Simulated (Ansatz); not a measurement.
# Dielectric response of RbBr (001) films, part 3 of 5

Aim: the electronic and static ε of rocksalt RbBr (001) from films of several thicknesses in a field.

Ansatz 0.2.0; plane-wave DFT, PBE, Ansatz PAW (set soft_1); PAW set soft_1 (the session's first sound run).

So far. Step 8 (Field on, atoms free, 6 atoms, field -0.05 V/Å): The dipole is -0.0654 e·Å, and the gap on the mesh 4.236 eV.

**9. Response with the atoms relaxed, 6 atoms, units 3**

This step: plane-wave DFT, PBE, Ansatz PAW (set soft_1); response to a field along the normal, atoms relaxed; PAW set soft_1 (Ansatz 0.2.0).

The two relaxed runs give the static response.

This step gave:

- equivalent conductor thickness p/(ε₀AE): 9.966 Å
- distance between the outer atoms: 7.055 Å

Local field over the applied field, running mean. From the potentials at -0.05 and 0.05 V/Å; running mean over 3.445 Å, taken twice. The local field over applied field by z:

| z (Å) | local field over applied field |
| --- | --- |
| 4.5 | 0.967 |
| 5.0 | 0.929 |
| 5.5 | 0.909 |
| 6.0 | 0.787 |
| 6.5 | 0.656 |
| 7.0 | 0.516 |
| 7.5 | 0.374 |
| 8.0 | 0.256 |
| 8.5 | 0.157 |
| 9.0 | 0.0266 |
| 9.5 | 0.0512 |
| 10.0 | 0.0641 |
| 10.5 | 0.103 |
| 11.0 | 0.152 |
| 11.5 | 0.185 |
| 12.0 | 0.207 |
| 12.5 | 0.249 |
| 13.0 | 0.195 |
| 13.5 | 0.181 |
| 14.0 | 0.141 |
| 14.5 | 0.0929 |
| 15.0 | 0.0604 |
| 15.5 | 0.0427 |
| 16.0 | 0.0432 |
| 16.5 | 0.188 |
| 17.0 | 0.277 |
| 17.5 | 0.404 |
| 18.0 | 0.548 |
| 18.5 | 0.684 |
| 19.0 | 0.819 |
| 19.5 | 0.921 |
| 20.0 | 0.934 |
| 20.5 | 0.975 |

The induced dipole is that of a conductor 9.97 Å thick.

**10. Relaxation, 10 atoms, units 5**

This step: plane-wave DFT, PBE, Ansatz PAW (set soft_1); PAW set soft_1 (Ansatz 0.2.0).

System of this step: RbBr (001), 5 units. The cell holds 10 atoms: 5 Rb and 5 Br. Its edges and angles: a = 4.872 Å, b = 4.872 Å, c = 31.780 Å, α = 90.0°, β = 90.0°, γ = 90.0°. It derives from RbBr (rocksalt RbBr). Vacuum lies along c.

The next thickness, treated alike, so that differences show the interior and the faces cancel.

input.yaml

```yaml
crystal:
  lattice:
    - [4.87196572, 0.0, 0.0]
    - [0.0, 4.87196572, 0.0]
    - [0.0, 0.0, 31.78]
  atoms:
    - { symbol: Rb, position: [0.5, 0.5, 0.2831969792] }
    - { symbol: Br, position: [0.0, 0.0, 0.2831969792] }
    - { symbol: Rb, position: [0.0, 0.0, 0.3915984896] }
    - { symbol: Br, position: [0.5, 0.5, 0.3915984896] }
    - { symbol: Rb, position: [0.5, 0.5, 0.5] }
    - { symbol: Br, position: [0.0, 0.0, 0.5] }
    - { symbol: Rb, position: [0.0, 0.0, 0.6084015104] }
    - { symbol: Br, position: [0.5, 0.5, 0.6084015104] }
    - { symbol: Rb, position: [0.5, 0.5, 0.7168030208] }
    - { symbol: Br, position: [0.0, 0.0, 0.7168030208] }
kpoints:
  mp_grid: { grid: [6, 6, 1] }
hamiltonian:
  xc: pbe
  pseudopotentials: { kind: paw, azcp: { folder: soft_1 } }
scf:
  occupations: { method: fixed }
  convergence: { dr2_threshold: 1.0e-09 }
efield:
  axis: 3
  dipole_correction: true
  ramp_position: 0.97
  ramp_width: 0.06
relax:
  f_tol: 0.003
  max_steps: 100
output:
  write_potential: true
  write_density: true
  volumetric_format: npy
```

Command:

```sh
$ ansatz run input.yaml --threads 4 --pin off --max-ram 8192MiB --backend cpu --events-out ev --progress --plain --runs-dir out
```

Numbers of over 12 decimals in the logs are rounded to 6 here.

What it wrote:

```text
[...]
Crystal: 10 atoms, lattice volume = 754.332 Å³
Basis set: ecut = 420 eV, 14751 PW (Γ), exchange–correlation on 72×72×432 points (8 copies of the dense FFT grid, shifted against one another)
Bands: 50, of which v1, the nominal top of the filled ones, is band 40 counted from 1 (39 counted from 0)
Symmetry: 8 space group operations
k-points: 10 of 36
[...]
- { symbol: Rb, position: [0, 0.0, 0.388683] }
    - { symbol: Br, position: [0.500000, 0.500000, 0.389017] }
    - { symbol: Rb, position: [0.500000, 0.500000, 0.500000] }
    - { symbol: Br, position: [0, 0.0, 0.500000] }
    - { symbol: Rb, position: [0, 0.0, 0.611317] }
    - { symbol: Br, position: [0.500000, 0.500000, 0.610983] }
    - { symbol: Rb, position: [0.500000, 0.500000, 0.720577] }
    - { symbol: Br, position: [0, 0.0, 0.722076] }
[key lines of the parts left out:]
SCF converged after 7 iterations
Free energy (F): -30270.222111 eV
Fermi energy:    -2.004033 eV
Dipole field:    D = -0.000000 V/Å  (p = -0.000001 e·Å, saw-weighted, corrected)
Work function:   Φ+ = 5.8286 eV   Φ− = 5.8286 eV
```

Run time: 35 s. Hardware: 4 threads of Arm Neoverse V1, shared host; peak memory 1.2 GiB; 2.2 min of CPU time.

Step by step:

```csv
step,energy less that of the first step (eV),largest force component (eV/Å)
1,0.0000,0.0771
2,-0.0107,0.0332
3,-0.0151,0.0034
4,-0.0152,0.0003
```

Forces are held to the 8 operations that the run works with; a distortion that breaks them can't arise in this run.

The atoms that moved most (Å):

| atom | dx | dy | dz | length |
| --- | --- | --- | --- | --- |
| Br10 | 0.000 | 0.000 | 0.168 | 0.168 |
| Br2 | 0.000 | 0.000 | -0.168 | 0.168 |
| Rb1 | 0.000 | 0.000 | -0.120 | 0.120 |
| Rb9 | 0.000 | 0.000 | 0.120 | 0.120 |
| Rb3 | 0.000 | 0.000 | -0.093 | 0.093 |
| Rb7 | 0.000 | 0.000 | 0.093 | 0.093 |
| Br8 | 0.000 | 0.000 | 0.082 | 0.082 |
| Br4 | 0.000 | 0.000 | -0.082 | 0.082 |

The relaxation took 4 steps and lowered the energy by 0.015 eV; the largest force on the free atoms ends at 3.2e-4 eV/Å.

The gap is 4.24 eV, with the valence edge 5.83 eV and the conduction edge 1.59 eV under the upper vacuum level.

**11. The relaxed film, single point, 10 atoms, units 5**

The next thickness, treated alike, so that differences show the interior and the faces cancel.

input.yaml, the sections that differ from step 10:

```yaml
crystal:
  lattice:
    - [4.87196572, 0.0, 0.0]
    - [0.0, 4.87196572, 0.0]
    - [0.0, 0.0, 31.78]
  atoms:
    - { symbol: Rb, position: [0.5, 0.5, 0.2794225594] }
    - { symbol: Br, position: [0.0, 0.0, 0.2779244225] }
    - { symbol: Rb, position: [0.0, 0.0, 0.3886829384] }
    - { symbol: Br, position: [0.5, 0.5, 0.3890174151] }
    - { symbol: Rb, position: [0.5, 0.5, 0.4999999951] }
    - { symbol: Br, position: [0.0, 0.0, 0.5000000044] }
    - { symbol: Rb, position: [0.0, 0.0, 0.6113170515] }
    - { symbol: Br, position: [0.5, 0.5, 0.6109825957] }
    - { symbol: Rb, position: [0.5, 0.5, 0.7205774349] }
    - { symbol: Br, position: [0.0, 0.0, 0.7220755829] }
output:
  eigenvalues: true
  write_potential: true
  write_density: true
  volumetric_format: npy
  elf: true
# kpoints, hamiltonian, scf, efield: as in step 10
# relax: removed
```

What it wrote:

```text
[...]
Crystal: 10 atoms, lattice volume = 754.332 Å³
Basis set: ecut = 420 eV, 14751 PW (Γ)
Bands: 50, of which v1, the nominal top of the filled ones, is band 40 counted from 1 (39 counted from 0)
Symmetry: 8 space group operations
k-points: 10 of 36
[...]
k-point 1: bands = [... 36 lower, -2.1577, -2.1049, -2.0730, -2.0714, 2.6091, 2.8001, 3.2453, 3.7795, ... 6 higher]
  k-point 2: bands = [... 36 lower, -2.2003, -2.1998, -2.1763, -2.1528, 3.4182, 3.4971, 3.8963, 4.3197, ... 6 higher]
  k-point 9: bands = [... 36 lower, -2.2190, -2.2190, -2.1245, -2.0912, 3.7061, 3.7061, 4.1227, 4.1227, ... 6 higher]
[key lines of the parts left out:]
SCF converged after 9 iterations
Free energy (F): -30270.222176 eV
Fermi energy:    -2.003985 eV
Dipole field:    D = -0.000000 V/Å  (p = -0.000001 e·Å, saw-weighted, corrected)
Work function:   Φ+ = 5.8286 eV   Φ− = 5.8285 eV
```

Wall time 13 s (4 threads); peak memory 1.2 GiB; 50 s of CPU time.

The gap is 4.24 eV, with the valence edge 5.83 eV and the conduction edge 1.59 eV under the upper vacuum level.

**12. Single point, 10 atoms, units 5, field 0.1 V/Å**

input.yaml, as its differences from that of step 11:

```diff
@@ -23,3 +23,3 @@
   occupations: { method: fixed }
-  convergence: { dr2_threshold: 1.0e-09 }
+  convergence: { dr2_threshold: 1.0e-10 }
 efield:
@@ -29,4 +29,4 @@
   ramp_width: 0.06
+  amplitude: 0.1
 output:
-  eigenvalues: true
   write_potential: true
@@ -34,2 +34 @@
   volumetric_format: npy
-  elf: true
```

What it wrote:

```text
[...]
Crystal: 10 atoms, lattice volume = 754.332 Å³
Basis set: ecut = 420 eV, 14751 PW (Γ)
Bands: 50, of which v1, the nominal top of the filled ones, is band 40 counted from 1 (39 counted from 0)
Symmetry: 8 space group operations
k-points: 10 of 36
[...]
k-point 0: bands = [... 36 lower, -2.0228, -1.9066, -1.7277, -1.7277, 2.0598, 2.5382, 2.9569, 3.3933, ... 6 higher]
  k-point 1: bands = [... 36 lower, -2.0884, -1.9179, -1.8880, -1.7934, 2.3857, 2.8873, 3.2458, 3.6558, ... 6 higher]
  k-point 2: bands = [... 36 lower, -2.2140, -2.1576, -1.9191, -1.8995, 3.0747, 3.6944, 3.9148, 4.2494, ... 6 higher]
  k-point 9: bands = [... 36 lower, -2.2469, -1.9671, -1.9671, -1.8331, 3.6447, 3.6447, 4.1343, 4.1343, ... 6 higher]
[key lines of the parts left out:]
SCF converged after 11 iterations
Free energy (F): -30270.229178 eV
Fermi energy:    -1.727713 eV
Dipole field:    D = 0.033597 V/Å  (p = 0.140055 e·Å, saw-weighted, corrected)
```

Run time: 14 s. Hardware: 4 threads; peak memory 1.2 GiB; 56 s of CPU time.

The dipole is 0.140 e·Å, and the gap on the mesh 3.787 eV.

**13. Single point, 10 atoms, units 5, field -0.1 V/Å**

input.yaml, as its differences from that of step 12:

```diff
@@ -29,3 +29,3 @@
   ramp_width: 0.06
-  amplitude: 0.1
+  amplitude: -0.1
 output:
```

What it wrote:

```text
[...]
Crystal: 10 atoms, lattice volume = 754.332 Å³
Basis set: ecut = 420 eV, 14751 PW (Γ)
Bands: 50, of which v1, the nominal top of the filled ones, is band 40 counted from 1 (39 counted from 0)
Symmetry: 8 space group operations
k-points: 10 of 36
[...]
k-point 0: bands = [... 36 lower, -2.0228, -1.9066, -1.7277, -1.7277, 2.0598, 2.5382, 2.9569, 3.3933, ... 6 higher]
  k-point 1: bands = [... 36 lower, -2.0884, -1.9179, -1.8880, -1.7934, 2.3857, 2.8873, 3.2458, 3.6558, ... 6 higher]
  k-point 2: bands = [... 36 lower, -2.2140, -2.1576, -1.9191, -1.8995, 3.0747, 3.6944, 3.9148, 4.2494, ... 6 higher]
  k-point 9: bands = [... 36 lower, -2.2469, -1.9671, -1.9671, -1.8331, 3.6447, 3.6447, 4.1343, 4.1343, ... 6 higher]
[key lines of the parts left out:]
SCF converged after 11 iterations
Free energy (F): -30270.229178 eV
Fermi energy:    -1.727718 eV
Dipole field:    D = -0.033597 V/Å  (p = -0.140056 e·Å, saw-weighted, corrected)
```

Run time: 14 s. Hardware: 4 threads; peak memory 1.2 GiB; 54 s of CPU time.

The dipole is -0.140 e·Å, and the gap on the mesh 3.787 eV.

**14. Response with the atoms held, 10 atoms, units 5**

This step: plane-wave DFT, PBE, Ansatz PAW (set soft_1); response to a field along the normal, atoms held; PAW set soft_1 (Ansatz 0.2.0).

Local field over the applied field, running mean. From the potentials at -0.1 and 0.1 V/Å; running mean over 3.445 Å, taken twice. Local field over applied field against z:

| z (Å) | local field over applied field |
| --- | --- |
| 4 | 0.912 |
| 5 | 0.956 |
| 6 | 0.857 |
| 7 | 0.703 |
| 8 | 0.546 |
| 9 | 0.439 |
| 10 | 0.400 |
| 11 | 0.396 |
| 12 | 0.399 |
| 13 | 0.402 |
| 14 | 0.403 |
| 15 | 0.403 |
| 16 | 0.403 |
| 17 | 0.403 |
| 18 | 0.403 |
| 19 | 0.401 |
| 20 | 0.398 |
| 21 | 0.396 |
| 22 | 0.404 |
| 23 | 0.457 |
| 24 | 0.577 |
| 25 | 0.739 |
| 26 | 0.884 |
| 27 | 0.968 |

The induced dipole is that of a conductor 10.68 Å thick.

**15. Field on, atoms free, 10 atoms, units 5, field 0.05 V/Å**

This step: plane-wave DFT, PBE, Ansatz PAW (set soft_1); PAW set soft_1 (Ansatz 0.2.0).

The same pair of relaxations in the field for this thickness.

input.yaml, as its differences from that of step 13:

```diff
@@ -29,3 +29,6 @@
   ramp_width: 0.06
-  amplitude: -0.1
+  amplitude: 0.05
+relax:
+  f_tol: 0.0006
+  max_steps: 70
 output:
```

What it wrote:

```text
[...]
Crystal: 10 atoms, lattice volume = 754.332 Å³
Basis set: ecut = 420 eV, 14751 PW (Γ), exchange–correlation on 72×72×432 points (8 copies of the dense FFT grid, shifted against one another)
Bands: 50, of which v1, the nominal top of the filled ones, is band 40 counted from 1 (39 counted from 0)
Symmetry: 8 space group operations
k-points: 10 of 36
[...]
- { symbol: Br, position: [0, 0.0, 0.277539] }
    - { symbol: Rb, position: [0, 0.0, 0.388807] }
    - { symbol: Br, position: [0.500000, 0.500000, 0.388885] }
    - { symbol: Rb, position: [0.500000, 0.500000, 0.500232] }
    - { symbol: Br, position: [0, 0.0, 0.499774] }
    - { symbol: Rb, position: [0, 0.0, 0.611473] }
    - { symbol: Br, position: [0.500000, 0.500000, 0.610879] }
    - { symbol: Rb, position: [0.500000, 0.500000, 0.720938] }
    - { symbol: Br, position: [0, 0.0, 0.721764] }
[key lines of the parts left out:]
SCF converged after 7 iterations
Free energy (F): -30270.224701 eV
Fermi energy:    -1.958324 eV
Dipole field:    D = 0.024858 V/Å  (p = 0.103627 e·Å, saw-weighted, corrected)
```

The job ended after 27 s (4 threads; peak memory 1.1 GiB; 1.8 min of CPU time).

Step by step:

```csv
step,energy less that of the first step (eV),largest force component (eV/Å)
1,0.0000,0.0232
2,-0.0007,0.0099
3,-0.0008,0.0005
```

Forces are held to the 8 operations that the run works with; a distortion that breaks them can't arise in this run.

The atoms that moved most (Å):

```
atom     dx     dy      dz  length
 Br2  0.000  0.000  -0.012   0.012
 Rb9  0.000  0.000   0.011   0.011
Br10  0.000  0.000  -0.010   0.010
 Rb1  0.000  0.000   0.009   0.009
 Rb5  0.000  0.000   0.007   0.007
 Br6  0.000  0.000  -0.007   0.007
```

The relaxed structure:

```xyz
10
Lattice="4.8720 0.0000 0.0000 0.0000 4.8720 0.0000 0.0000 0.0000 31.7800" Properties=species:S:1:pos:R:3
Rb    2.4360    2.4360    8.8891
Br    0.0000    0.0000    8.8202
Rb    0.0000    0.0000   12.3563
Br    2.4360    2.4360   12.3588
Rb    2.4360    2.4360   15.8974
Br    0.0000    0.0000   15.8828
Rb    0.0000    0.0000   19.4326
Br    2.4360    2.4360   19.4137
Rb    2.4360    2.4360   22.9114
Br    0.0000    0.0000   22.9377
```

The relaxation took 3 steps and lowered the energy by 8.4e-4 eV; the largest force on the free atoms ends at 4.8e-4 eV/Å.

The dipole is 0.104 e·Å, and the gap on the mesh 4.180 eV.

**16. Relaxing in the field, 10 atoms, units 5, field -0.05 V/Å**

The opposite sign, again from the field-free geometry; the difference of the two cancels what relaxes without a field.

input.yaml, as its differences from that of step 15:

```diff
@@ -29,3 +29,3 @@
   ramp_width: 0.06
-  amplitude: 0.05
+  amplitude: -0.05
 relax:
```

What it wrote:

```text
[...]
Crystal: 10 atoms, lattice volume = 754.332 Å³
Basis set: ecut = 420 eV, 14751 PW (Γ), exchange–correlation on 72×72×432 points (8 copies of the dense FFT grid, shifted against one another)
Bands: 50, of which v1, the nominal top of the filled ones, is band 40 counted from 1 (39 counted from 0)
Symmetry: 8 space group operations
k-points: 10 of 36
[...]
- { symbol: Br, position: [0, 0.0, 0.278236] }
    - { symbol: Rb, position: [0, 0.0, 0.388527] }
    - { symbol: Br, position: [0.500000, 0.500000, 0.389121] }
    - { symbol: Rb, position: [0.500000, 0.500000, 0.499768] }
    - { symbol: Br, position: [0, 0.0, 0.500226] }
    - { symbol: Rb, position: [0, 0.0, 0.611193] }
    - { symbol: Br, position: [0.500000, 0.500000, 0.611115] }
    - { symbol: Rb, position: [0.500000, 0.500000, 0.720291] }
    - { symbol: Br, position: [0, 0.0, 0.722461] }
[key lines of the parts left out:]
SCF converged after 7 iterations
Free energy (F): -30270.224701 eV
Fermi energy:    -1.958325 eV
Dipole field:    D = -0.024858 V/Å  (p = -0.103627 e·Å, saw-weighted, corrected)
```

The job ended after 26 s (4 threads; peak memory 1.2 GiB; 1.7 min of CPU time).

Step by step:

```csv
step,energy less that of the first step (eV),largest force component (eV/Å)
1,0.0000,0.0232
2,-0.0007,0.0099
3,-0.0008,0.0005
```

The run keeps the 8 symmetry operations that it works with, so distortions that break them were not tested.

The atoms that moved most (Å):

| atom | dx | dy | dz | length |
| --- | --- | --- | --- | --- |
| Br10 | 0.000 | 0.000 | 0.012 | 0.012 |
| Rb1 | 0.000 | 0.000 | -0.011 | 0.011 |
| Br2 | 0.000 | 0.000 | 0.010 | 0.010 |
| Rb9 | 0.000 | 0.000 | -0.009 | 0.009 |
| Rb5 | 0.000 | 0.000 | -0.007 | 0.007 |
| Br6 | 0.000 | 0.000 | 0.007 | 0.007 |

The relaxed structure:

```cif
data_structure
_symmetry_space_group_name_H-M 'P 1'
_symmetry_Int_Tables_number 1
_cell_length_a 4.8720
_cell_length_b 4.8720
_cell_length_c 31.7800
_cell_angle_alpha 90.000
_cell_angle_beta 90.000
_cell_angle_gamma 90.000
_cell_volume 754.33
loop_
_atom_site_label
_atom_site_type_symbol
_atom_site_fract_x
_atom_site_fract_y
_atom_site_fract_z
_atom_site_occupancy
Rb1 Rb 0.50000 0.50000 0.27906 1
Br2 Br 0.00000 0.00000 0.27824 1
Rb3 Rb 0.00000 0.00000 0.38853 1
Br4 Br 0.50000 0.50000 0.38912 1
Rb5 Rb 0.50000 0.50000 0.49977 1
Br6 Br 0.00000 0.00000 0.50023 1
Rb7 Rb 0.00000 0.00000 0.61119 1
Br8 Br 0.50000 0.50000 0.61111 1
Rb9 Rb 0.50000 0.50000 0.72029 1
Br10 Br 0.00000 0.00000 0.72246 1
```

The relaxation took 3 steps and lowered the energy by 8.4e-4 eV; the largest force on the free atoms ends at 4.8e-4 eV/Å.

The dipole is -0.104 e·Å, and the gap on the mesh 4.180 eV.

**17. Response with the atoms relaxed, 10 atoms, units 5**

This step: plane-wave DFT, PBE, Ansatz PAW (set soft_1); response to a field along the normal, atoms relaxed; PAW set soft_1 (Ansatz 0.2.0).

Local field over the applied field, running mean. From the potentials at -0.05 and 0.05 V/Å; running mean over 3.445 Å, taken twice. Table of local field over applied field by z:

```
z (Å)  local field over applied field
  4.0                           0.927
  4.5                           0.961
  5.0                           0.928
  5.5                           0.896
  6.0                           0.771
  6.5                           0.646
  7.0                           0.509
  7.5                           0.373
  8.0                           0.265
  8.5                           0.153
  9.0                          0.0451
  9.5                          0.0592
 10.0                          0.0644
 10.5                          0.0925
 11.0                           0.126
 11.5                           0.147
 12.0                           0.174
 12.5                           0.216
 13.0                           0.204
 13.5                           0.197
 14.0                           0.182
 14.5                           0.164
 15.0                           0.152
 15.5                           0.139
 16.0                           0.124
 16.5                           0.149
 17.0                           0.156
 17.5                           0.172
 18.0                           0.190
 18.5                           0.200
 19.0                           0.211
 19.5                           0.204
 20.0                           0.155
 20.5                           0.141
 21.0                           0.112
 21.5                          0.0786
 22.0                          0.0599
 22.5                          0.0509
 23.0                          0.0743
 23.5                           0.214
 24.0                           0.305
 24.5                           0.431
 25.0                           0.570
 25.5                           0.701
 26.0                           0.831
 26.5                           0.922
 27.0                           0.937
 27.5                           0.968
```

The induced dipole is that of a conductor 15.80 Å thick.

(Continued in part 4 of 5.)

[Logs are printed without paths, hosts, clocks, repeated set-up lines and the standing remarks that a program may print on its own settings, such as how far it seeks lower states.]

[Hosts, paths, dates, database ids (printed as entryN), source tags and the programs' standing remarks are cut or masked in the printed files.]

[Maps of the electrostatic potential energy from Ansatz leave out the sawtooth potential of an applied field or a dipole correction, so their vacuum need not be flat; planar profiles and work functions include it.]
